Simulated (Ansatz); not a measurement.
# SnO: the cost of one run

Computed with Ansatz 0.2.0 (DFT PBEsol, scalar-relativistic, plane waves, PAW, unless a step's input says otherwise).

3 further runs of the same task are left out: 3 that didn't finish. Runs told in other sessions of the task aren't counted.

## 1. Starting point

The structure is orthorhombic, space group Cmce (No. 64). Conventional cell: a = 5.381 Å, b = 5.381 Å, c = 9.495 Å, α = 90.00°, β = 90.00°, γ = 90.00°. Sn (site symmetry m) has 4 O at 2.22 Å in its first shell of neighbours. Around O (site symmetry 2) lie 4 Sn at 2.22 Å.

Structure file:

```cif
data_structure
_symmetry_space_group_name_H-M 'Cmce'
_symmetry_Int_Tables_number 64
_cell_length_a 5.3809
_cell_length_b 5.3810
_cell_length_c 9.4948
_cell_angle_alpha 90.000
_cell_angle_beta 90.000
_cell_angle_gamma 90.000
_cell_volume 274.92
loop_
_atom_site_label
_atom_site_type_symbol
_atom_site_symmetry_multiplicity
_atom_site_Wyckoff_symbol
_atom_site_fract_x
_atom_site_fract_y
_atom_site_fract_z
_atom_site_occupancy
Sn1 Sn 8 f 0.50000 0.25081 0.37136 1
O1 O 8 e 0.25000 0.99922 0.75000 1
```

It is the result of an earlier relaxation at this level (volume 17.18 Å³/atom; gap on the mesh: none (metal)).

## 2. Zero of energy

The reference gives a free energy of -26042.8433 eV, pressure 0.01 GPa, largest force 0.005 eV/Å and gap on the mesh none (metal). It was computed beforehand with the settings of the runs below.

## 3. Setting up moving one atom along a line

Atom 5 (O) is moved by x along the Cartesian unit vector (-0.605, -0.605, 0.518); the cell and all other atoms stay fixed. Forces below are components along that vector, summed over the moved atoms. In a periodic cell its images move with it.

## 4. Point x = -0.600 Å

Input file input.yaml:

```yaml
crystal:
  lattice:
    - [2.6904553516, -2.6904757566, 0.0]
    - [2.6904553516, 2.6904757566, 0.0]
    - [0.0, 0.0, 9.494820014]
  atoms:
    - { symbol: Sn, position: [0.9991897041, 0.0008102959, 0.9998622097] }
    - { symbol: Sn, position: [0.0008102959, 0.9991897041, 0.4998622097] }
    - { symbol: Sn, position: [0.5008102959, 0.4991897041, 0.2571377902] }
    - { symbol: Sn, position: [0.4991897041, 0.5008102959, 0.7571377902] }
    - { symbol: O, position: [0.0007714499, 0.634101644, 0.3457630066] }
    - { symbol: O, position: [0.9992202976, 0.5007797024, 0.8785] }
    - { symbol: O, position: [0.5007797024, 0.9992202976, 0.3785] }
    - { symbol: O, position: [0.4992202976, 0.0007797023, 0.8785] }
basis:
  ecutwfc: 420
kpoints:
  mp_grid: { grid: [10, 10, 4] }
hamiltonian:
  xc: pbesol
scf:
  occupations: { method: gaussian, width: 0.15 }
output:
  forces: true
  stress: true
  eigenvalues: true
```

Command:

```
> ansatz run input.yaml --threads 2 --pin off --max-ram 5120MiB --backend cpu --events-out ev --progress --plain --runs-dir out
```

Q: Estimate wall time and peak memory on 2 threads of AMD EPYC (Zen 3), shared host.

About 2.4 min, with a peak of 1.1 GiB.
